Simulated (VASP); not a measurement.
# Dielectric function of GaP, part 2 of 3

What does the band structure of GaP give for its optical response? The cell is of the zinc-blende type, one of the forms listed for this formula. The start is a cell from a database of measured crystal structures.

VASP 6.6.1, plane waves and PAW; the level of theory is named at each step.

So far, gap on the k-mesh (eV): step 2 (ground state) 1.59; step 3 (spectrum) 1.60.

### 4. Static response with local fields

Level of this step: PBE; plane waves and PAW (Ga_d, P) (VASP).

Perturbation theory (LEPSILON) gives the dielectric tensor with local fields, and the Born charges.

Contents of INCAR:

```
SYSTEM = GaP
PREC = Accurate
ENCUT = 400
EDIFF = 1E-08
NELM = 100
ISMEAR = 0
SIGMA = 0.01
LREAL = .FALSE.
ALGO = Normal
GGA = PE
NBANDS = 15
LWAVE = .FALSE.
LCHARG = .FALSE.
KPAR = 4
LEPSILON = .TRUE.
```

Contents of POSCAR:

```
GaP
1.0
    0.0000000000      2.7252500000      2.7252500000
    2.7252500000      0.0000000000      2.7252500000
    2.7252500000      2.7252500000      0.0000000000
Ga P
1 1
Direct
    0.0000000000      0.0000000000      0.0000000000
    0.7500000000      0.7500000000      0.7500000000
```

Contents of KPOINTS:

```
Automatic mesh
0
Gamma
11 11 11
0 0 0
```

PAW data sets: Ga_d and P (PBE family, release 64).

Run with:

```sh
$ mpirun -np 4 vasp_std
```

The log of the run:

```text
[... set-up lines as in an earlier step ...]
 entering main loop
       N       E                     dE             d eps       ncg     rms          rms(c)
DAV:   1     0.711697327795E+02    0.71170E+02   -0.80628E+03  1736   0.148E+03
DAV:   2    -0.414357909633E+01   -0.75313E+02   -0.72063E+02  1953   0.276E+02
DAV:   3    -0.930328649245E+01   -0.51597E+01   -0.51423E+01  2079   0.622E+01
DAV:   4    -0.938370053878E+01   -0.80414E-01   -0.80397E-01  2028   0.852E+00
DAV:   5    -0.938546696803E+01   -0.17664E-02   -0.17663E-02  2192   0.110E+00    0.425E+00
DAV:   6    -0.914054492321E+01    0.24492E+00   -0.39729E-01  2562   0.110E+01    0.280E+00
DAV:   7    -0.911393719906E+01    0.26608E-01   -0.98417E-02  2173   0.218E+00    0.113E+00
DAV:   8    -0.911418596814E+01   -0.24877E-03   -0.13888E-02  2107   0.152E+00    0.182E-01
DAV:   9    -0.911456160769E+01   -0.37564E-03   -0.14022E-03  2153   0.556E-01    0.842E-02
DAV:  10    -0.911462906314E+01   -0.67455E-04   -0.11229E-04  2617   0.115E-01    0.403E-02
DAV:  11    -0.911469927297E+01   -0.70210E-04   -0.98579E-05  1953   0.883E-02    0.509E-03
DAV:  12    -0.911469889190E+01    0.38106E-06   -0.31183E-06  2144   0.250E-02    0.274E-03
DAV:  13    -0.911469923350E+01   -0.34160E-06   -0.96213E-07  2051   0.841E-03    0.187E-03
DAV:  14    -0.911469923242E+01    0.10859E-08   -0.35221E-08  2119   0.173E-03
   1 F= -.91146992E+01 E0= -.91146992E+01  d E =-.148452E-69
 Linear response reoptimize wavefunctions to high precision
DAV:   1    -0.911469923352E+01   -0.11059E-08   -0.39622E-09  2079   0.425E-04
DAV:   2    -0.911469923351E+01    0.16371E-10   -0.12665E-10  1267   0.874E-05
 Linear response G [H, r] |phi>, progress :
  Direction:   1
       N       E                     dE             d eps       ncg     rms
RMM:   1    -0.406373106401E+02   -0.40637E+02    0.16184E+02  1946   0.232E+02
RMM:   2    -0.491180313171E+02   -0.84807E+01   -0.19176E+01  3534   0.343E+01
RMM:   3    -0.502325160381E+02   -0.11145E+01   -0.19387E+00  3459   0.847E+00
RMM:   4    -0.502762750180E+02   -0.43759E-01   -0.16163E-01  3622   0.233E+00
RMM:   5    -0.502726907810E+02    0.35842E-02    0.10904E-02  3647   0.612E-01
RMM:   6    -0.502748838614E+02   -0.21931E-02   -0.43755E-04  3714   0.201E-01
RMM:   7    -0.502748378855E+02    0.45976E-04    0.11155E-03  3724   0.733E-02
RMM:   8    -0.502749790241E+02   -0.14114E-03   -0.11628E-04  3785   0.291E-02
RMM:   9    -0.502749719117E+02    0.71124E-05   -0.15342E-05  3774   0.130E-02
RMM:  10    -0.502749753593E+02   -0.34476E-05   -0.43023E-05  3727   0.689E-03
RMM:  11    -0.502749729289E+02    0.24304E-05   -0.17469E-05  3349   0.413E-03
RMM:  12    -0.502749743624E+02   -0.14335E-05   -0.31452E-05  2985   0.305E-03
RMM:  13    -0.502749718225E+02    0.25399E-05   -0.59515E-06  2626   0.260E-03
RMM:  14    -0.502749743667E+02   -0.25442E-05   -0.31343E-05  2374   0.236E-03
RMM:  15    -0.502749733208E+02    0.10459E-05   -0.20897E-05  2253   0.232E-03
RMM:  16    -0.502749737717E+02   -0.45093E-06   -0.25053E-05  2211   0.222E-03
RMM:  17    -0.502749727585E+02    0.10132E-05   -0.14169E-05  2141   0.225E-03
 Linear response G [H, r] |phi>, progress :
  Direction:   2
       N       E                     dE             d eps       ncg     rms
RMM:   1    -0.398700857598E+02   -0.39870E+02    0.13556E+02  1963   0.232E+02
RMM:   2    -0.508267351371E+02   -0.10957E+02   -0.15281E+01  3529   0.337E+01
RMM:   3    -0.522880085002E+02   -0.14613E+01   -0.18611E+00  3390   0.830E+00
RMM:   4    -0.523303362529E+02   -0.42328E-01   -0.17287E-01  3620   0.240E+00
RMM:   5    -0.523278597135E+02    0.24765E-02    0.10050E-02  3637   0.604E-01
RMM:   6    -0.523300429984E+02   -0.21833E-02   -0.35695E-04  3697   0.195E-01
RMM:   7    -0.523299917282E+02    0.51270E-04    0.11481E-03  3733   0.693E-02
RMM:   8    -0.523301332952E+02   -0.14157E-03   -0.94692E-05  3759   0.279E-02
RMM:   9    -0.523301276393E+02    0.56560E-05   -0.12980E-05  3751   0.125E-02
RMM:  10    -0.523301279818E+02   -0.34258E-06   -0.93551E-06  3712   0.648E-03
RMM:  11    -0.523301285533E+02   -0.57151E-06   -0.13818E-05  3346   0.390E-03
RMM:  12    -0.523301281616E+02    0.39171E-06   -0.94893E-06  3024   0.286E-03
RMM:  13    -0.523301290972E+02   -0.93560E-06   -0.18768E-05  2577   0.239E-03
RMM:  14    -0.523301287619E+02    0.33537E-06   -0.15355E-05  2334   0.219E-03
RMM:  15    -0.523301288022E+02   -0.40319E-07   -0.15761E-05  2231   0.210E-03
RMM:  16    -0.523301286320E+02    0.17021E-06   -0.13919E-05  2197   0.206E-03
RMM:  17    -0.523301286498E+02   -0.17879E-07   -0.13733E-05  2119   0.203E-03
 Linear response G [H, r] |phi>, progress :
  Direction:   3
       N       E                     dE             d eps       ncg     rms
RMM:   1    -0.355699862899E+02   -0.35570E+02    0.20445E+02  1917   0.224E+02
RMM:   2    -0.357349872135E+02   -0.16500E+00   -0.22894E+01  3404   0.320E+01
RMM:   3    -0.360159579513E+02   -0.28097E+00   -0.16261E+00  3543   0.786E+00
RMM:   4    -0.360387132509E+02   -0.22755E-01   -0.11275E-01  3676   0.206E+00
RMM:   5    -0.360396709942E+02   -0.95774E-03   -0.81235E-03  3710   0.586E-01
RMM:   6    -0.360398473130E+02   -0.17632E-03   -0.12131E-03  3760   0.212E-01
RMM:   7    -0.360398632510E+02   -0.15938E-04   -0.22302E-04  3775   0.831E-02
RMM:   8    -0.360398663434E+02   -0.30924E-05   -0.56434E-05  3812   0.365E-02
RMM:   9    -0.360398674701E+02   -0.11267E-05   -0.19993E-05  3716   0.170E-02
RMM:  10    -0.360398671944E+02    0.27572E-06   -0.27702E-06  3701   0.824E-03
RMM:  11    -0.360398673674E+02   -0.17297E-06    0.40411E-06  3329   0.426E-03
RMM:  12    -0.360398672853E+02    0.82107E-07   -0.39699E-07  2915   0.230E-03
RMM:  13    -0.360398672473E+02    0.37906E-07   -0.23603E-07  2488   0.144E-03
RMM:  14    -0.360398673890E+02   -0.14165E-06   -0.21008E-06  2158   0.966E-04
RMM:  15    -0.360398672187E+02    0.17029E-06   -0.73735E-07  2031   0.784E-04
RMM:  16    -0.360398673408E+02   -0.12211E-06   -0.20432E-06  1961   0.648E-04
RMM:  17    -0.360398672035E+02    0.13729E-06   -0.21327E-07  1874   0.614E-04
RMM:  18    -0.360398674179E+02   -0.21438E-06   -0.27268E-06  1784   0.563E-04
RMM:  19    -0.360398672668E+02    0.15109E-06   -0.11013E-06  1713   0.584E-04
RMM:  20    -0.360398673827E+02   -0.11584E-06    0.21226E-06  1651   0.531E-04
RMM:  21    -0.360398672394E+02    0.14325E-06   -0.32634E-06  1620   0.560E-04
 Linear response to external field (no local field effect), progress :
  Direction:   1
       N       E                     dE             d eps       ncg     rms          rms(c)
RMM:   1    -0.138432832366E+00   -0.13843E+00    0.62497E+00  1833   0.897E+00
RMM:   2    -0.136826745720E+01   -0.12298E+01   -0.78477E-02  3354   0.185E+00
RMM:   3    -0.137138884929E+01   -0.31214E-02   -0.26428E-02  3628   0.590E-01
RMM:   4    -0.137169126507E+01   -0.30242E-03   -0.77191E-04  3600   0.143E-01
RMM:   5    -0.137169831195E+01   -0.70469E-05   -0.55293E-05  3609   0.439E-02
RMM:   6    -0.137169927649E+01   -0.96454E-06   -0.82443E-06  3619   0.145E-02
RMM:   7    -0.137169964273E+01   -0.36624E-06   -0.15007E-06  3586   0.490E-03
RMM:   8    -0.137169957621E+01    0.66521E-07    0.43156E-08  3579   0.177E-03
RMM:   9    -0.137169961212E+01   -0.35908E-07   -0.14573E-07  3299   0.620E-04
RMM:  10    -0.137169959991E+01    0.12215E-07   -0.53687E-09  2999   0.245E-04
RMM:  11    -0.137169960193E+01   -0.20217E-08   -0.21344E-08  2144   0.956E-05
 change of polarisation eV/A/(eV/A) component  1 :     2.743     1.580     0.307
 dielectric tensor                  component  1 :    13.263     7.061     1.374
 Linear response to external field (no local field effect), progress :
  Direction:   2
       N       E                     dE             d eps       ncg     rms          rms(c)
RMM:   1    -0.152085000706E+00   -0.15209E+00    0.64985E+00  1850   0.899E+00
RMM:   2    -0.144231300261E+01   -0.12902E+01   -0.79061E-02  3368   0.186E+00
RMM:   3    -0.144589181699E+01   -0.35788E-02   -0.27186E-02  3622   0.577E-01
RMM:   4    -0.144618839420E+01   -0.29658E-03   -0.76409E-04  3583   0.134E-01
RMM:   5    -0.144619543499E+01   -0.70408E-05   -0.52496E-05  3598   0.396E-02
RMM:   6    -0.144619598738E+01   -0.55239E-06   -0.70512E-06  3608   0.131E-02
RMM:   7    -0.144619633060E+01   -0.34322E-06   -0.14006E-06  3596   0.429E-03
RMM:   8    -0.144619626608E+01    0.64526E-07    0.63206E-08  3583   0.155E-03
RMM:   9    -0.144619630118E+01   -0.35103E-07   -0.12643E-07  3281   0.531E-04
RMM:  10    -0.144619628865E+01    0.12530E-07    0.17413E-08  2910   0.211E-04
RMM:  11    -0.144619629179E+01   -0.31359E-08   -0.94163E-09  2075   0.844E-05
 change of polarisation eV/A/(eV/A) component  2 :     1.579     2.892    -0.436
 dielectric tensor                  component  2 :     7.060    13.929    -1.947
 Linear response to external field (no local field effect), progress :
  Direction:   3
       N       E                     dE             d eps       ncg     rms          rms(c)
RMM:   1    -0.121441117752E+00   -0.12144E+00    0.20170E+00  1841   0.633E+00
RMM:   2    -0.561133591902E+00   -0.43969E+00   -0.61642E-02  3376   0.150E+00
RMM:   3    -0.563481202801E+00   -0.23476E-02   -0.12835E-02  3528   0.463E-01
RMM:   4    -0.563634184844E+00   -0.15298E-03   -0.50150E-04  3581   0.122E-01
RMM:   5    -0.563636974189E+00   -0.27893E-05   -0.21871E-05  3552   0.344E-02
RMM:   6    -0.563638445914E+00   -0.14717E-05   -0.67193E-06  3583   0.117E-02
RMM:   7    -0.563638277978E+00    0.16794E-06    0.94785E-08  3487   0.395E-03
RMM:   8    -0.563638368225E+00   -0.90247E-07   -0.35142E-07  3401   0.146E-03
RMM:   9    -0.563638335931E+00    0.32294E-07    0.44669E-08  3043   0.536E-04
RMM:  10    -0.563638345181E+00   -0.92496E-08   -0.37952E-08  2579   0.218E-04
 change of polarisation eV/A/(eV/A) component  3 :     0.309    -0.436     1.127
 dielectric tensor                  component  3 :     1.380    -1.948     6.039
 Linear response to external field, progress :
  Direction:   1
       N       E                     dE             d eps       ncg     rms          rms(c)
RMM:   1    -0.137672045062E+00   -0.13767E+00    0.49182E+00  7088   0.809E+00
RMM:   2    -0.112397950113E+01   -0.98631E+00   -0.73774E-02 12968   0.174E+00    0.146E+00
RMM:   3    -0.108970033225E+01    0.34279E-01   -0.29809E-02 13103   0.986E-01    0.856E-01
RMM:   4    -0.112799735693E+01   -0.38297E-01   -0.27954E-02 13231   0.955E-01    0.180E-01
RMM:   5    -0.114182226165E+01   -0.13825E-01   -0.18557E-03 13383   0.282E-01    0.460E-02
RMM:   6    -0.114789431121E+01   -0.60720E-02   -0.22225E-04 13593   0.997E-02    0.352E-02
RMM:   7    -0.114849289571E+01   -0.59858E-03   -0.38577E-05 12868   0.375E-02    0.283E-03
RMM:   8    -0.114878059861E+01   -0.28770E-03   -0.49096E-06 14097   0.126E-02    0.151E-03
RMM:   9    -0.114874718239E+01    0.33416E-04    0.70729E-07 13574   0.472E-03    0.594E-04
RMM:  10    -0.114875052911E+01   -0.33467E-05   -0.20775E-07 13489   0.182E-03    0.242E-04
RMM:  11    -0.114874057456E+01    0.99546E-05    0.58762E-08 13579   0.809E-04    0.110E-04
RMM:  12    -0.114873872207E+01    0.18525E-05   -0.41510E-08 11892   0.309E-04    0.445E-05
RMM:  13    -0.114873833691E+01    0.38516E-06   -0.10049E-08  7026   0.138E-04    0.114E-05
RMM:  14    -0.114873799146E+01    0.34545E-06   -0.15410E-08  5138   0.750E-05    0.904E-06
 change of polarisation eV/A/(eV/A) component  1 :     2.129     0.620     0.354
 dielectric tensor                  component  1 :    10.516     2.769     1.582
 Linear response to external field, progress :
  Direction:   2
       N       E                     dE             d eps       ncg     rms          rms(c)
RMM:   1    -0.137625266594E+00   -0.13763E+00    0.49187E+00  7089   0.809E+00
RMM:   2    -0.112397545671E+01   -0.98635E+00   -0.74286E-02 12974   0.174E+00    0.146E+00
RMM:   3    -0.108969319264E+01    0.34282E-01   -0.29724E-02 13105   0.986E-01    0.856E-01
RMM:   4    -0.112802279542E+01   -0.38330E-01   -0.28205E-02 13232   0.956E-01    0.180E-01
RMM:   5    -0.114183483652E+01   -0.13812E-01   -0.17897E-03 13384   0.282E-01    0.459E-02
RMM:   6    -0.114790010315E+01   -0.60653E-02   -0.24510E-04 13603   0.999E-02    0.352E-02
RMM:   7    -0.114849390020E+01   -0.59380E-03   -0.33645E-05 12860   0.376E-02    0.283E-03
RMM:   8    -0.114878218076E+01   -0.28828E-03   -0.58013E-06 14087   0.126E-02    0.151E-03
RMM:   9    -0.114874869081E+01    0.33490E-04    0.72686E-07 13580   0.474E-03    0.590E-04
RMM:  10    -0.114875216494E+01   -0.34741E-05   -0.43170E-07 13479   0.183E-03    0.242E-04
RMM:  11    -0.114874230619E+01    0.98587E-05    0.19963E-07 13601   0.814E-04    0.112E-04
RMM:  12    -0.114874032839E+01    0.19778E-05   -0.71854E-08 12037   0.312E-04    0.459E-05
RMM:  13    -0.114873994873E+01    0.37965E-06   -0.31513E-08  7035   0.138E-04    0.968E-06
 change of polarisation eV/A/(eV/A) component  2 :     0.554     2.129     0.331
 dielectric tensor                  component  2 :     2.477    10.516     1.480
 Linear response to external field, progress :
  Direction:   3
       N       E                     dE             d eps       ncg     rms          rms(c)
RMM:   1    -0.137639853150E+00   -0.13764E+00    0.49185E+00  7088   0.809E+00
RMM:   2    -0.112398310103E+01   -0.98634E+00   -0.73763E-02 12966   0.174E+00    0.146E+00
RMM:   3    -0.108969573177E+01    0.34287E-01   -0.29734E-02 13104   0.986E-01    0.856E-01
RMM:   4    -0.112801246293E+01   -0.38317E-01   -0.28067E-02 13226   0.955E-01    0.180E-01
RMM:   5    -0.114181493764E+01   -0.13802E-01   -0.17661E-03 13386   0.282E-01    0.460E-02
RMM:   6    -0.114789864434E+01   -0.60837E-02   -0.24092E-04 13596   0.998E-02    0.352E-02
RMM:   7    -0.114849427245E+01   -0.59563E-03   -0.31904E-05 12860   0.375E-02    0.283E-03
RMM:   8    -0.114878250781E+01   -0.28824E-03   -0.64478E-06 14094   0.126E-02    0.151E-03
RMM:   9    -0.114874872262E+01    0.33785E-04    0.57918E-07 13590   0.474E-03    0.596E-04
RMM:  10    -0.114875232823E+01   -0.36056E-05   -0.44721E-07 13475   0.182E-03    0.242E-04
RMM:  11    -0.114874234683E+01    0.99814E-05    0.18800E-07 13595   0.811E-04    0.111E-04
RMM:  12    -0.114874044273E+01    0.19041E-05   -0.63610E-08 11961   0.310E-04    0.454E-05
RMM:  13    -0.114874006643E+01    0.37630E-06   -0.22131E-08  7033   0.138E-04    0.102E-05
RMM:  14    -0.114873969183E+01    0.37460E-06   -0.76582E-09  5154   0.750E-05    0.896E-06
 change of polarisation eV/A/(eV/A) component  3 :     0.458     0.515     2.129
 dielectric tensor                  component  3 :     2.049     2.300    10.516
 Born effective charges drift removed
```

It took 2 min on 4 MPI ranks of AMD EPYC 9R45, shared host; peak memory 1.4 GiB.

OUTCAR, selected parts (step 4):

```text
The static configuration has the point symmetry T_d .

 Found     56 irreducible k-points:

   k-points           NKPTS =     56   k-points in BZ     NKDIM =     56   number of bands    NBANDS=     15

   NELECT =      18.0000    total number of electrons

  Total        0.5775911      0.5775911      0.5775911     -0.0000000     -0.0000000     -0.0000000
  in kB       22.8603063     22.8603063     22.8603063     -0.0000000     -0.0000000     -0.0000000
  external PRESSURE =      22.8603063 kB  Pullay stress =       0.0000000 kB

 POSITION                                       TOTAL-FORCE (eV/Angst)
 -----------------------------------------------------------------------------------
      0.00000      0.00000      0.00000         0.000000      0.000000      0.000000
      4.08788      4.08788      4.08788        -0.000000     -0.000000     -0.000000
 -----------------------------------------------------------------------------------
    total drift:                               -0.000002     -0.000002     -0.000002

 MACROSCOPIC STATIC DIELECTRIC TENSOR (including local field effects in DFT)
 ------------------------------------------------------
          10.516302    -0.000000    -0.000000
           0.000000    10.516302     0.000000
          -0.000000     0.000000    10.516302
 ------------------------------------------------------

 PIEZOELECTRIC TENSOR (including local field effects)  for field in x, y, z        (C/m^2)
          XX          YY          ZZ          XY          YZ          ZX
  --------------------------------------------------------------------------------
  x    -0.00000     0.00000    -0.00000     0.00000     0.79490     0.00000
  y     0.00000     0.00000     0.00000     0.00000     0.00000     0.79490
  z     0.00000     0.00000    -0.00000     0.79490     0.00000     0.00000

 BORN EFFECTIVE CHARGES (including local field effects) (in |e|, cummulative output)
 ---------------------------------------------------------------------------------
 ion    1
    1     2.17072    -0.00000     0.00000
    2     0.00000     2.17072     0.00000
    3     0.00000     0.00000     2.17072
 ion    2
    1    -2.17072     0.00000    -0.00000
    2     0.00000    -2.17072     0.00000
    3     0.00000     0.00000    -2.17072

[... 7 parts as in an earlier step ...]

[... 1 further part left out ...]
```

Energies printed during the response cycles are not total energies of the cell. The dielectric response converges more slowly with the mesh than energies do, so tensor and charges may still move on a finer one.

Numbers from this step:

```
Fermi energy      : 4.774 eV
pressure          : 2.286 GPa
gap on the k-mesh : 1.604 eV
```

Electronic dielectric tensor with local fields:

```
10.52  0.00  0.00
 0.00 10.52  0.00
 0.00  0.00 10.52
```

Born effective charge (e), principal values of the symmetric part by kind of site:

```csv
atom,atoms with these values,low,middle,high,mean
Ga1,1,2.17,2.17,2.17,2.17
P2,1,-2.17,-2.17,-2.17,-2.17
```

In full for Ga1:

```
2.17 0.00 0.00
0.00 2.17 0.00
0.00 0.00 2.17
```

Piezoelectric tensor with clamped ions (C/m²), by row:

```csv
field,xx,yy,zz,xy,yz,zx
x,0,0,0,0,0.7949,0
y,0,0,0,0,0,0.7949
z,0,0,0,0.7949,0,0
```

The mean electronic (clamped-ion) dielectric constant is 10.5.

[end of part 2 of 3]

[Lines on the potential files, build, host, timing and source positions are cut from VASP's logs without a mark.]

[Logs are printed without paths, hosts, clocks, repeated set-up lines and the standing remarks that a program may print on its own settings, such as how far it seeks lower states.]

[Hosts, paths, dates, database ids (printed as entryN), source tags and the programs' standing remarks are cut or masked in the printed files.]
